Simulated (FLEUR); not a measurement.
# Al (Fm-3m) in FLEUR: notebook

One crystal, Al, is run at these levels: SCAN; tasks: band structure, equation of state.

Program: FLEUR MaX-R8.1 (later development tree). These are calculated values, not measurements. Logs are shortened: lines on timing, memory, paths and dates and some standing lists are left out, and cuts for length are marked.

**The experiment to reproduce.**

From “The interpretation of polycrystalline coherent inelastic neutron scattering from aluminium”, 2013, pmc:3831299, for a bulk crystal of Al: bulk modulus 76.9 GPa.

The runs below are set against these values where they give the same quantity.

**1. Starting point**

The structure is cubic, space group Fm-3m (No. 225). The conventional cell has a = 4.050 Å, b = 4.050 Å, c = 4.050 Å, α = 90.00°, β = 90.00°, γ = 90.00°. Al (site symmetry m-3m) has 12 Al at 2.86 Å as nearest neighbours.

**2. Band structure, SCAN**

inp.xml

```xml
<?xml version="1.0" encoding="UTF-8" standalone="no"?>
<fleurInput fleurInputVersion="0.39">
   <comment>
      Al                                                                                                  
   </comment>
   <calculationSetup>
      <cutoffs Kmax="4.1" Gmax="12.7" GmaxXC="12.7" numbands="0"/>
      <scfLoop itmax="80" minDistance="0.0001" maxIterBroyd="30" imix="Anderson" alpha="0.05" precondParam="0.0" spinf="2.0" sdNocoIR="T"/>
      <coreElectrons ctail="F" frcor="F" kcrel="0" coretail_lmax="0"/>
      <xcFunctional name="LibXC" relativisticCorrections="F">
         <LibXCName exchange="mgga_x_scan" correlation="mgga_c_scan"/>
         <AuxGGA exchange="117" correlation="130"/>
      </xcFunctional>
      <magnetism jspins="1"/>
      <soc l_soc="F" theta="0.0" phi="0.0" spav="F"/>
      <expertModes spex="0" secvar="F"/>
      <geometryOptimization l_f="F" forcealpha="1.0" forcemix="BFGS" epsdisp="0.00001" epsforce="0.00001"/>
      <ldaU l_linMix="F" mixParam="0.05" spinf="1.0"/>
   </calculationSetup>
   <cell>
      <bzIntegration valenceElectrons="11.0" mode="hist" fermiSmearingEnergy="0.00183747">
         <kPointListSelection listName="default-1"/>
         <!-- k-points included here -->
         <xi:include xmlns:xi="http://www.w3.org/2001/XInclude" href="kpts.xml"> </xi:include>
      </bzIntegration>
      <!-- symmetry operations included here -->
      <xi:include xmlns:xi="http://www.w3.org/2001/XInclude" href="sym.xml"> </xi:include>
      <bulkLattice scale="1.0">
         <bravaisMatrix>
            <row-1>    0.0000000000000000     3.8263269057207032     3.8263269057207032</row-1>
            <row-2>    3.8263269057207032     0.0000000000000000     3.8263269057207032</row-2>
            <row-3>    3.8263269057207032     3.8263269057207032     0.0000000000000000</row-3>
         </bravaisMatrix>
      </bulkLattice>
   </cell>
   <atomSpecies>
      <species name="Aluminum (Al)" element="Al" atomicNumber="13">
         <mtSphere radius="2.51" gridPoints="829" logIncrement="0.014"/>
         <atomicCutoffs lmax="10" lnonsphr="10"/>
         <electronConfig flipSpins="F">
            <coreConfig>(1s1/2)</coreConfig>
            <valenceConfig>(2s1/2) (2p1/2) (2p3/2) (3s1/2) (3p1/2) (3p3/2)</valenceConfig>
            <stateOccupation state="(3p1/2)" spinUp="0.166667" spinDown="0.166667"/>
            <stateOccupation state="(3p3/2)" spinUp="0.333333" spinDown="0.333333"/>
         </electronConfig>
         <energyParameters s="3" p="3" d="3" f="4"/>
         <lo type="SCLO" l="0" n="2" eDeriv="0"/>
         <lo type="SCLO" l="1" n="2" eDeriv="0"/>
         <lo type="SCLO" l="2" n="3" eDeriv="2"/>
         <lo type="SCLO" l="3" n="4" eDeriv="2"/>
      </species>
   </atomSpecies>
   <atomGroups>
      <atomGroup species="Aluminum (Al)">
         <relPos label="                   1">.0000000000 .0000000000 .0000000000</relPos>
         <force calculate="T" relaxXYZ="TTT"/>
      </atomGroup>
   </atomGroups>
   <output dos="F" band="F" slice="F">
      <checks vchk="F" cdinf="F"/>
      <bandDOS minEnergy="-.5*Htr" maxEnergy="0.5*Htr" sigma="0.015" storeEVData="T"/>
      <vacuumDOS vacdos="F" integ="F" star="F" nstars="0" locx1="0.0" locy1="0.0" locx2="0.0" locy2="0.0" nstm="0" tworkf="0.0"/>
      <unfoldingBand unfoldBand="F" supercellX="1" supercellY="1" supercellZ="1"/>
      <plotting iplot="0" polar="F">
         <plot TwoD="T" vec1="  1.0  0.0  0.0" vec2="  0.0  1.0  0.0" vec3="  0.0  0.0  1.0" zero="  0.0  0.0  0.0" file="plot"/>
      </plotting>
      <chargeDensitySlicing numkpt="0" minEigenval="0.0" maxEigenval="0.0" nnne="0" pallst="F"/>
      <specialOutput eonly="F"/>
      <moessbauerParams electricFieldGradient="T" isomerShift="T" coreHyperfine="T" valenceHyperfine="T"/>
      <magneticCircularDichroism mcd="F" energyLo="-10.0" energyUp="0.0"/>
   </output>
  <!-- We include the file relax.xml here to enable relaxations (see documentation) -->
  <xi:include xmlns:xi="http://www.w3.org/2001/XInclude" href="relax.xml"> <xi:fallback/> </xi:include>
</fleurInput>
```

crystal.txt

```
Al
&input cartesian=F /
0.0000000000  2.0248050000  2.0248050000
2.0248050000  0.0000000000  2.0248050000
2.0248050000  2.0248050000  0.0000000000
1.8897261246
1.0 1.0 1.0

1
13 0.0000000000  0.0000000000  0.0000000000

&kpt div1=11 div2=11 div3=11 gamma=T /
```

inp.xml (bands)

```
<?xml version="1.0" encoding="UTF-8" standalone="no"?>
<fleurInput fleurInputVersion="0.39">
   <comment>
      Al                                                                                                  
   </comment>
   <calculationSetup>
      <cutoffs Kmax="4.1" Gmax="12.7" GmaxXC="12.7" numbands="0"/>
      <scfLoop itmax="80" minDistance="0.0001" maxIterBroyd="30" imix="Anderson" alpha="0.05" precondParam="0.0" spinf="2.0" sdNocoIR="T"/>
      <coreElectrons ctail="F" frcor="F" kcrel="0" coretail_lmax="0"/>
      <xcFunctional name="LibXC" relativisticCorrections="F">
         <LibXCName exchange="mgga_x_scan" correlation="mgga_c_scan"/>
         <AuxGGA exchange="117" correlation="130"/>
      </xcFunctional>
      <magnetism jspins="1"/>
      <soc l_soc="F" theta="0.0" phi="0.0" spav="F"/>
      <expertModes spex="0" secvar="F"/>
      <geometryOptimization l_f="F" forcealpha="1.0" forcemix="BFGS" epsdisp="0.00001" epsforce="0.00001"/>
      <ldaU l_linMix="F" mixParam="0.05" spinf="1.0"/>
   </calculationSetup>
   <cell>
      <bzIntegration valenceElectrons="11.0" mode="hist" fermiSmearingEnergy="0.00183747">
         <kPointListSelection listName="path-1"/>
         <!-- k-points included here -->
         <xi:include xmlns:xi="http://www.w3.org/2001/XInclude" href="kpts.xml"> </xi:include>
      </bzIntegration>
      <!-- symmetry operations included here -->
      <xi:include xmlns:xi="http://www.w3.org/2001/XInclude" href="sym.xml"> </xi:include>
      <bulkLattice scale="1.0">
         <bravaisMatrix>
            <row-1>    0.0000000000000000     3.8263269057207032     3.8263269057207032</row-1>
            <row-2>    3.8263269057207032     0.0000000000000000     3.8263269057207032</row-2>
            <row-3>    3.8263269057207032     3.8263269057207032     0.0000000000000000</row-3>
         </bravaisMatrix>
      </bulkLattice>
   </cell>
   <atomSpecies>
      <species name="Aluminum (Al)" element="Al" atomicNumber="13">
         <mtSphere radius="2.51" gridPoints="829" logIncrement="0.014"/>
         <atomicCutoffs lmax="10" lnonsphr="10"/>
         <electronConfig flipSpins="F">
            <coreConfig>(1s1/2)</coreConfig>
            <valenceConfig>(2s1/2) (2p1/2) (2p3/2) (3s1/2) (3p1/2) (3p3/2)</valenceConfig>
            <stateOccupation state="(3p1/2)" spinUp="0.166667" spinDown="0.166667"/>
            <stateOccupation state="(3p3/2)" spinUp="0.333333" spinDown="0.333333"/>
         </electronConfig>
         <energyParameters s="3" p="3" d="3" f="4"/>
         <lo type="SCLO" l="0" n="2" eDeriv="0"/>
         <lo type="SCLO" l="1" n="2" eDeriv="0"/>
         <lo type="SCLO" l="2" n="3" eDeriv="2"/>
         <lo type="SCLO" l="3" n="4" eDeriv="2"/>
      </species>
   </atomSpecies>
   <atomGroups>
      <atomGroup species="Aluminum (Al)">
         <relPos label="                   1">.0000000000 .0000000000 .0000000000</relPos>
         <force calculate="T" relaxXYZ="TTT"/>
      </atomGroup>
   </atomGroups>
   <output dos="F" band="T" slice="F">
      <checks vchk="F" cdinf="F"/>
      <bandDOS minEnergy="-.5*Htr" maxEnergy="0.5*Htr" sigma="0.015" storeEVData="T"/>
      <vacuumDOS vacdos="F" integ="F" star="F" nstars="0" locx1="0.0" locy1="0.0" locx2="0.0" locy2="0.0" nstm="0" tworkf="0.0"/>
      <unfoldingBand unfoldBand="F" supercellX="1" supercellY="1" supercellZ="1"/>
      <plotting iplot="0" polar="F">
         <plot TwoD="T" vec1="  1.0  0.0  0.0" vec2="  0.0  1.0  0.0" vec3="  0.0  0.0  1.0" zero="  0.0  0.0  0.0" file="plot"/>
      </plotting>
      <chargeDensitySlicing numkpt="0" minEigenval="0.0" maxEigenval="0.0" nnne="0" pallst="F"/>
      <specialOutput eonly="F"/>
      <moessbauerParams electricFieldGradient="T" isomerShift="T" coreHyperfine="T" valenceHyperfine="T"/>
      <magneticCircularDichroism mcd="F" energyLo="-10.0" energyUp="0.0"/>
   </output>
  <!-- We include the file relax.xml here to enable relaxations (see documentation) -->
  <xi:include xmlns:xi="http://www.w3.org/2001/XInclude" href="relax.xml"> <xi:fallback/> </xi:include>
</fleurInput>
```

Potentials or basis: all-electron, FLAPW.

Run with:

```bash
$ inpgen -f crystal.txt -profile fastHighL
$ # inp.xml edited to the form shown
$ fleur_MPI
$ fleur_MPI   # second run, on inp.xml (bands)
```

What it wrote:

```text
Welcome to FLEUR        (www.flapw.de)
      MaX-Release 8.1          (www.max-centre.eu)
 func_ids         267         263         267         263
 MetaGGA potential functional detected - V_tau will be computed
 Auxiliary Potential for radial basis: exchange=         117  correlation=         130
The functional 'SCAN exchange of Sun, Ruzsinszky, and Perdew' is an exchange functional, it belongs to the 'MGGA' family and is defined in the reference(s):
[1] J. Sun, A. Ruzsinszky, and J. P. Perdew.,  Phys. Rev. Lett. 115, 036402 (2015)
The functional 'SCAN correlation of Sun, Ruzsinszky, and Perdew' is a correlation functional, it belongs to the 'MGGA' family and is defined in the reference(s):
[1] J. Sun, A. Ruzsinszky, and J. P. Perdew.,  Phys. Rev. Lett. 115, 036402 (2015)
 Using same functional for VXC and EXC

 ========== k-point set info ==========
 Selected k-point list: default-1
 k-point list type: mesh
 11 x 11 x 11
 Number of k points: 56

 ------------Calculation Setup---------------------------
 Number of MPI-tasks      :            1
 Number of PE/node        :            1
 Number of OMP-threads    :            1
 Most efficient MPI parallelization for:
           1           2           4           7           8          14          28          56
 Additional eigenvalue parallelization possible
 Number of basis functions:          166
 Approximate size of matrices (H+S) per k-point:         0.000 GB
 --------------------------------------------------------
The functional 'Hammer, Hansen, and Norskov' is an exchange functional, it belongs to the 'GGA' family and is defined in the reference(s):
[1] B. Hammer, L. B. Hansen, and J. K. Nørskov.,  Phys. Rev. B 59, 7413 (1999)
The functional 'Perdew, Burke & Ernzerhof' is a correlation functional, it belongs to the 'GGA' family and is defined in the reference(s):
[1] J. P. Perdew, K. Burke, and M. Ernzerhof.,  Phys. Rev. Lett. 77, 3865 (1996)
[2] J. P. Perdew, K. Burke, and M. Ernzerhof.,  Phys. Rev. Lett. 78, 1396 (1997)
 Using same functional for VXC and EXC
 Using auxiliary GGA potential for the first iteration of MetaGGA calculation.
 Reset of history
 Reset of history
 Iteration:     1   Distance:      11.35853878 me/bohr^3
The functional 'Hammer, Hansen, and Norskov' is an exchange functional, it belongs to the 'GGA' family and is defined in the reference(s):
[1] B. Hammer, L. B. Hansen, and J. K. Nørskov.,  Phys. Rev. B 59, 7413 (1999)
The functional 'Perdew, Burke & Ernzerhof' is a correlation functional, it belongs to the 'GGA' family and is defined in the reference(s):
[1] J. P. Perdew, K. Burke, and M. Ernzerhof.,  Phys. Rev. Lett. 77, 3865 (1996)
[2] J. P. Perdew, K. Burke, and M. Ernzerhof.,  Phys. Rev. Lett. 78, 1396 (1997)
 Using same functional for VXC and EXC
 Iteration:     2   Distance:      11.05137903 me/bohr^3
The functional 'Hammer, Hansen, and Norskov' is an exchange functional, it belongs to the 'GGA' family and is defined in the reference(s):
[1] B. Hammer, L. B. Hansen, and J. K. Nørskov.,  Phys. Rev. B 59, 7413 (1999)
The functional 'Perdew, Burke & Ernzerhof' is a correlation functional, it belongs to the 'GGA' family and is defined in the reference(s):
[1] J. P. Perdew, K. Burke, and M. Ernzerhof.,  Phys. Rev. Lett. 77, 3865 (1996)
[2] J. P. Perdew, K. Burke, and M. Ernzerhof.,  Phys. Rev. Lett. 78, 1396 (1997)
 Using same functional for VXC and EXC
 Iteration:     3   Distance:      10.47361741 me/bohr^3
The functional 'Hammer, Hansen, and Norskov' is an exchange functional, it belongs to the 'GGA' family and is defined in the reference(s):
[1] B. Hammer, L. B. Hansen, and J. K. Nørskov.,  Phys. Rev. B 59, 7413 (1999)
The functional 'Perdew, Burke & Ernzerhof' is a correlation functional, it belongs to the 'GGA' family and is defined in the reference(s):
[1] J. P. Perdew, K. Burke, and M. Ernzerhof.,  Phys. Rev. Lett. 77, 3865 (1996)
[2] J. P. Perdew, K. Burke, and M. Ernzerhof.,  Phys. Rev. Lett. 78, 1396 (1997)
 Using same functional for VXC and EXC
 Iteration:     4   Distance:       0.46601393 me/bohr^3
The functional 'Hammer, Hansen, and Norskov' is an exchange functional, it belongs to the 'GGA' family and is defined in the reference(s):
[1] B. Hammer, L. B. Hansen, and J. K. Nørskov.,  Phys. Rev. B 59, 7413 (1999)
The functional 'Perdew, Burke & Ernzerhof' is a correlation functional, it belongs to the 'GGA' family and is defined in the reference(s):
[1] J. P. Perdew, K. Burke, and M. Ernzerhof.,  Phys. Rev. Lett. 77, 3865 (1996)
[2] J. P. Perdew, K. Burke, and M. Ernzerhof.,  Phys. Rev. Lett. 78, 1396 (1997)
 Using same functional for VXC and EXC
 Iteration:     5   Distance:       0.44643727 me/bohr^3
The functional 'Hammer, Hansen, and Norskov' is an exchange functional, it belongs to the 'GGA' family and is defined in the reference(s):
[... 74 lines left out ...]
 Using same functional for VXC and EXC
 Iteration:    16   Distance:       0.00037793 me/bohr^3
The functional 'Hammer, Hansen, and Norskov' is an exchange functional, it belongs to the 'GGA' family and is defined in the reference(s):
[1] B. Hammer, L. B. Hansen, and J. K. Nørskov.,  Phys. Rev. B 59, 7413 (1999)
The functional 'Perdew, Burke & Ernzerhof' is a correlation functional, it belongs to the 'GGA' family and is defined in the reference(s):
[1] J. P. Perdew, K. Burke, and M. Ernzerhof.,  Phys. Rev. Lett. 77, 3865 (1996)
[2] J. P. Perdew, K. Burke, and M. Ernzerhof.,  Phys. Rev. Lett. 78, 1396 (1997)
 Using same functional for VXC and EXC
 Iteration:    17   Distance:       0.00025261 me/bohr^3
The functional 'Hammer, Hansen, and Norskov' is an exchange functional, it belongs to the 'GGA' family and is defined in the reference(s):
[1] B. Hammer, L. B. Hansen, and J. K. Nørskov.,  Phys. Rev. B 59, 7413 (1999)
The functional 'Perdew, Burke & Ernzerhof' is a correlation functional, it belongs to the 'GGA' family and is defined in the reference(s):
[1] J. P. Perdew, K. Burke, and M. Ernzerhof.,  Phys. Rev. Lett. 77, 3865 (1996)
[2] J. P. Perdew, K. Burke, and M. Ernzerhof.,  Phys. Rev. Lett. 78, 1396 (1997)
 Using same functional for VXC and EXC
 Iteration:    18   Distance:       0.00019684 me/bohr^3
The functional 'Hammer, Hansen, and Norskov' is an exchange functional, it belongs to the 'GGA' family and is defined in the reference(s):
[1] B. Hammer, L. B. Hansen, and J. K. Nørskov.,  Phys. Rev. B 59, 7413 (1999)
The functional 'Perdew, Burke & Ernzerhof' is a correlation functional, it belongs to the 'GGA' family and is defined in the reference(s):
[1] J. P. Perdew, K. Burke, and M. Ernzerhof.,  Phys. Rev. Lett. 77, 3865 (1996)
[2] J. P. Perdew, K. Burke, and M. Ernzerhof.,  Phys. Rev. Lett. 78, 1396 (1997)
 Using same functional for VXC and EXC
 Iteration:    19   Distance:       0.00000523 me/bohr^3

 ********************************************************************
 Run finished successfully
 Stop message:
   all done
 ********************************************************************
```

It took 33 s on 1 thread of Arm Neoverse N1, shared host; peak memory 0.08 GiB.

What came out:

* Free energy: -6611.3210 eV
* Band gap along the path: none (metal or under the smearing width)
* Valence electrons inside the program's atomic spheres: Al 9.82 (radii Al 2.51 bohr)

Levels at the corners of the path, in eV from the Fermi level:
```tsv
point	band 5	band 6	band 7	band 8	band 9
Γ	-11.44	13.01	13.01	13.01	14.59
X	-2.96	-1.71	5.40	5.80	5.80
W	-0.83	-0.83	0.03	1.21	16.27
K	-1.90	-1.44	-0.41	6.80	8.40
Γ	-11.44	13.01	13.01	13.01	14.59
L	-4.78	-4.43	11.76	11.76	11.86
U	-1.90	-1.44	-0.41	6.80	8.40
W	-0.83	-0.83	0.03	1.21	16.27
L	-4.78	-4.43	11.76	11.76	11.86
K	-1.90	-1.44	-0.41	6.80	8.40
U	-1.90	-1.44	-0.41	6.80	8.40
X	-2.96	-1.71	5.40	5.80	5.80
```

Core levels (eV from the Fermi level):
```csv
atom,levels
1 Al,1s1/2 -1506.5
```

Caveat: the meta-GGA is that of a development version, with a GGA for the radial functions and cores and without core tails.

[end of part 1 of 2]
